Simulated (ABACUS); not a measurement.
Runs of ABACUS 3.10.1 on InAs. The structure is cubic, space group F-43m (No. 216). The conventional cell has a = 6.036 Å, b = 6.036 Å, c = 6.036 Å, α = 90.00°, β = 90.00°, γ = 90.00°. In (site symmetry -43m) is surrounded by 4 As at 2.61 Å. Around As (site symmetry -43m) lie 4 In at 2.61 Å. 

```tsv
task	level	potentials or basis	cell	k mesh	cutoff (eV)	SCF threshold on the density	eigensolver	symmetry key	threshold of the eigensolver	path	gap on the mesh (eV)	pressure (GPa)
single point	LDA-PW92	GBRV ultrasoft 1.5 LDA, plane waves	as given	6 × 6 × 6	544	1e-08	dav	1	-	-	none	-0.6
single point	PBEsol	Ansatz NC PBE, DZP LCAO (the cutoffs set its grid)	as given	7 × 7 × 7	1361	1e-07	genelpa	1	-	-	none	(a)
relaxation of cell and atoms	LDA-PW92	GBRV ultrasoft 1.5 LDA, plane waves	relaxed	6 × 6 × 6	544	1e-08	dav	1	-	-	none	0.0
single point	rPW86PBE	Ansatz NC PBE, plane waves	as given	6 × 6 × 6	1143	1e-08	dav	1	-	-	none	6.8
```

Alike in all rows: no spin polarisation; smearing fermi-dirac 0.05 eV.

Task: Estimate the missing entries.

Result: (a) 2.5.

Caveats: this crystal is a semiconductor, whose small gap the functional closes, so the metal is an error of the method (some runs); the potentials were made for another functional, which shifts forces and pressure (some runs); the atomic orbitals were generated for these runs and aren't a published set (some runs); the basis of atomic orbitals isn't converged, which shifts pressures, moduli and gaps (some runs).

A k mesh can miss the band edges, and the runs leave out spin-orbit coupling on As, In.

A gap of «none» marks a metal or a gap under the smearing width.

The runs don't all hold the same shells in valence.
